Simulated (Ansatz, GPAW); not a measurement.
CdS: PBE in single-zeta orbitals, run from Python

These are simulated results from GPAW 26.7.0, not measurements. The cell was built from a prototype and was relaxed with r2SCAN in plane waves (Ansatz 0.2.0). Not every such cell is a known phase. All runs are without spin polarisation.

It is hexagonal, P6_3/mmc (No. 194); a = 4.409 Å, c = 5.748 Å in the conventional setting, 24.19 Å³ an atom. Cd is surrounded by 5 S at 2.55–2.87 Å; S is surrounded by 5 Cd at 2.55–2.87 Å.

The basis is minimal: single zeta, one radial function for each shell that the log's basis lists. It describes the filled bands fairly and the empty ones poorly.

run.py reads:

```python
import json
from ase import Atoms
from gpaw import GPAW, PW, FermiDirac

atoms = Atoms(['Cd', 'Cd', 'S', 'S'],
              cell=[[4.40853, -0.0, -0.0], [-2.204265, 3.817899, -0.0], [-0.0, -0.0, 5.748118]],
              scaled_positions=[[0.333333, 0.666667, 0.25], [0.666667, 0.333333, 0.75], [0.666667, 0.333333, 0.25], [0.333333, 0.666667, 0.75]],
              pbc=True)
calc = GPAW(mode='lcao', basis='sz(dzp)', h=0.2, xc='PBE', kpts={'size': (6, 6, 4), 'gamma': True},
            occupations=FermiDirac(0.02), maxiter=100, legacy_gpaw=True, txt='gpaw.txt')
atoms.calc = calc
res = {'energy': atoms.get_potential_energy(force_consistent=True)}
res['electrons'] = calc.get_number_of_electrons()
res['k'] = calc.get_ibz_k_points().tolist()
res['levels'] = [calc.get_eigenvalues(kpt=i).tolist() for i in range(len(res['k']))]
points = [[0.0, 0.0, 0.0], [0.5, 0.0, 0.0], [0.333333, 0.333333, 0.0], [0.0, 0.0, 0.5], [0.5, 0.0, 0.5], [0.333333, 0.333333, 0.5]]
bands = calc.fixed_density(kpts=points, symmetry='off', txt='bands.txt')
res['points'] = [bands.get_eigenvalues(kpt=i).tolist() for i in range(len(points))]
json.dump(res, open('results.json', 'w'))
print('free energy (eV):', round(res['energy'], 5))
```

Command: `python run.py`. It took 57 s on 1 thread of Arm Neoverse V1, on a shared host, peak memory 0.2 GiB.

The log gpaw.txt, trimmed of paths, versions and times, then the last line on the terminal. An iter line gives the energy in eV and the logarithms of the changes of orbitals (plane waves alone) and density (c: converged):

```
___ ___ ___ _ _ _
 |   |   |_  | | | |

 | | | | | . | | | |

 |__ |  _|___|_____|  26.7.0
 |___|_|

Input parameters:
  basis: sz(dzp)
  h: 0.2
  kpts: {gamma: True,
         size: (6, 6, 4)}
  maxiter: 100
  mode: lcao
  occupations: {fixmagmom: False,
                name: fermi-dirac,
                width: 0.02}
  xc: PBE

System changes: positions, numbers, cell, pbc, initial_charges, initial_magmoms

Initialize ...

species:
  Cd:
    name:    Cadmium
    Z:       48.0
    valence: 12
    core:    36
    charge:  0.0  # [|e|]
    compensation charges:
      type: gauss
      rc: 0.38  # [Å]
      lmax: 2
    cutoffs:
      filter: 2.12  # [Å]
      core: 2.62  # [Å]
    projectors
    | kind |    occ | energy [eV] | rcut [Å] |

    |------|--------|-------------|----------|

    |   5s |  2.000 |      -5.655 |    1.191 |

    |   5p |  0.000 |      -1.186 |    1.228 |

    |   4d | 10.000 |     -11.739 |    1.164 |

    |    s |        |      21.556 |    1.191 |

    |    p |        |      26.026 |    1.228 |

    |    d |        |      15.473 |    1.164 |

    LCAO basis set for Cd:
      Name: sz(dzp)
      Number of radial functions: 3
      Number of spherical harmonics: 9
        l=0, rc=8.5781 Bohr: 5s-sz confined orbital
        l=1, rc=12.6406 Bohr: 5p-sz confined orbital
        l=2, rc=4.9062 Bohr: 4d-sz confined orbital
      Number of RI-basis functions 0

  S:
    name:    Sulfur
    Z:       16.0
    valence: 6
    core:    10
    charge:  0.0  # [|e|]
    compensation charges:
      type: gauss
      rc: 0.24  # [Å]
      lmax: 2
    cutoffs:
      filter: 1.77  # [Å]
      core: 1.66  # [Å]
    projectors
    | kind |    occ | energy [eV] | rcut [Å] |

    |------|--------|-------------|----------|

    |   3s |  2.000 |     -17.254 |    0.974 |

    |   3p |  4.000 |      -7.008 |    0.979 |

    |    s |        |       9.957 |    0.974 |

    |    p |        |      20.203 |    0.979 |

    |    d |        |       0.000 |    0.900 |

    LCAO basis set for S:
      Name: sz(dzp)
      Number of radial functions: 2
      Number of spherical harmonics: 4
        l=0, rc=5.5156 Bohr: 3s-sz confined orbital
        l=1, rc=6.9375 Bohr: 3p-sz confined orbital
      Number of RI-basis functions 0

Reference energy: -326061.476468  # eV

Spin-paired calculation

Convergence criteria:
 Maximum [total energy] change in last 3 cyles: 0.0005 eV / valence electron
 Maximum integral of absolute [dens]ity change: 0.0001 electrons / valence electron
 Maximum integral of absolute [eigenst]ate change: 4e-08 eV^2 / valence electron
 Maximum number of scf [iter]ations: 100
 (Square brackets indicate name in SCF output, whereas a 'c' in
 the SCF output indicates the quantity has converged.)

Symmetries present (total): 2

  ( 1  0  0)  (-1  0  0)
  ( 0  1  0)  ( 0 -1  0)
  ( 0  0  1)  ( 0  0 -1)

144 k-points: 6 x 6 x 4 Monkhorst-Pack grid + [1/12,1/12,1/8]
76 k-points in the irreducible part of the Brillouin zone
       k-points in crystal coordinates                weights
   0:     0.00000000    0.00000000    0.00000000          1/144
   1:     0.00000000    0.00000000    0.25000000          2/144
   2:     0.00000000    0.00000000    0.50000000          1/144
   3:     0.00000000    0.16666667   -0.25000000          2/144
   4:     0.00000000    0.16666667    0.00000000          2/144
   5:     0.00000000    0.16666667    0.25000000          2/144
   6:     0.00000000    0.16666667    0.50000000          2/144
   7:     0.00000000    0.33333333   -0.25000000          2/144
   8:     0.00000000    0.33333333    0.00000000          2/144
   9:     0.00000000    0.33333333    0.25000000          2/144
          ...
  75:     0.50000000    0.50000000    0.50000000          1/144

Wave functions: LCAO
  Diagonalizer: Serial LAPACK
  Atomic Correction: dense with blas
  Data-type: complex

Occupation numbers: Fermi-Dirac:
  width: 0.0200  # eV

Eigensolver
   LCAO using direct dense diagonalizer

Densities:
  Coarse grid: 20*20*28 grid
  Fine grid: 40*40*56 grid
  Total Charge: 0.000000

Density mixing:
  Method: separate
  Backend: msr1
  Linear mixing parameter: 0.05
  old densities: 10
  Width of damping distribution: 1.1
  Damping of long wavelength oscillations: 20

Hamiltonian:
  XC and Coulomb potentials evaluated on a 40*40*56 grid
  Using the PBE Exchange-Correlation functional
  Interpolation: tri-quintic (5. degree polynomial)
  Poisson solver: FastPoissonSolver using
    Stencil: 8*3+1=25 point O(h^6) finite-difference Laplacian
    FFT axes: [np.int64(0), np.int64(1), np.int64(2)]
    FST axes: []

XC parameters: PBE with 2 nearest neighbor stencil

Memory estimate:
  Process memory now: 117.27 MiB
  Calculator: 30.07 MiB
    Density: 15.98 MiB
      Arrays: 2.22 MiB
      Localized functions: 12.05 MiB
      Mixer: 1.71 MiB
    Hamiltonian: 2.35 MiB
      Arrays: 1.45 MiB
      XC: 0.00 MiB
      Poisson: 0.00 MiB
      vbar: 0.90 MiB
    Wavefunctions: 11.73 MiB
      C [qnM]: 0.78 MiB
      S, T [2 x qmm]: 1.57 MiB
      P [aqMi]: 0.12 MiB
      BasisFunctions: 9.27 MiB
      Eigensolver: 0.00 MiB

Total number of cores used: 1

Number of atoms: 4
Number of atomic orbitals: 26
Number of bands in calculation: 26
Number of valence electrons: 36
Bands to converge: occupied
Positions:
   0 Cd    -0.000002    2.545267    1.437029    ( 0.0000,  0.0000,  0.0000)
   1 Cd     2.204267    1.272632    4.311089    ( 0.0000,  0.0000,  0.0000)
   2 S      2.204267    1.272632    1.437029    ( 0.0000,  0.0000,  0.0000)
   3 S     -0.000002    2.545267    4.311089    ( 0.0000,  0.0000,  0.0000)

Unit cell:
           periodic     x           y           z      points  spacing
  1. axis:    yes    4.408530   -0.000000   -0.000000    20     0.1909
  2. axis:    yes   -2.204265    3.817899   -0.000000    20     0.1909
  3. axis:    yes   -0.000000   -0.000000    5.748118    28     0.2053

  Lengths:   4.408530   4.408530   5.748118
  Angles:   90.000000  90.000000 120.000000

Effective grid spacing dv^(1/3) = 0.2052

iter:   1   -10.139632        c
iter:   2   -10.072882        c -1.22
iter:   3    -9.778992        c -1.26
iter:   4    -9.773317        c -1.97
iter:   5    -9.772395c       c -2.40
iter:   6    -9.772383c       c -3.53
iter:   7    -9.772380c       c -4.03c

Converged after 7 iterations.

Energy contributions relative to reference atoms: (reference = -326061.476468)

Kinetic:        +78.050836
Potential:      -68.063857
External:        +0.000000
XC:             -20.061604
Entropy (-ST):   -0.000000
Local:           +0.302245
SIC:             +0.000000
--------------------------
Free energy:     -9.772380
Extrapolated:    -9.772380

Showing only first 2 kpts
 Kpt  Band  Eigenvalues  Occupancy
  0    16      3.74763    2.00000
  0    17      3.74868    2.00000
  0    18      5.10490    0.00000
  0    19      5.45719    0.00000

  1    16      3.63173    2.00000
  1    17      3.63273    2.00000
  1    18      6.00955    0.00000
  1    19      6.35605    0.00000

Fermi level: 4.54460

Gap: 1.054 eV
Transition (v -> c):
  (s=0, k=57, n=17, [0.33, 0.33, 0.50]) -> (s=0, k=0, n=18, [0.00, 0.00, 0.00])
Direct/indirect transitions are different
Direct gap: 1.356 eV
Transition at: (s=0, k=0, n=17, [0.00, 0.00, 0.00])

free energy (eV): -9.77238
```

The gap in the log is over the mesh alone; results.json adds the listed points. PBE in single-zeta orbitals gives a gap of 1.05 eV. On the same cell, plane-wave PBE (Ansatz, 6×6×4 k points and the special points) gives a gap of 1.00 eV and r2SCAN a gap of 1.48 eV; on shared hosts these took about 4.3 and 12 core-seconds on the 4-atom cell, against 57 for the script. Semilocal gaps usually lie below measured ones.

The runs are scalar-relativistic, without spin-orbit coupling.
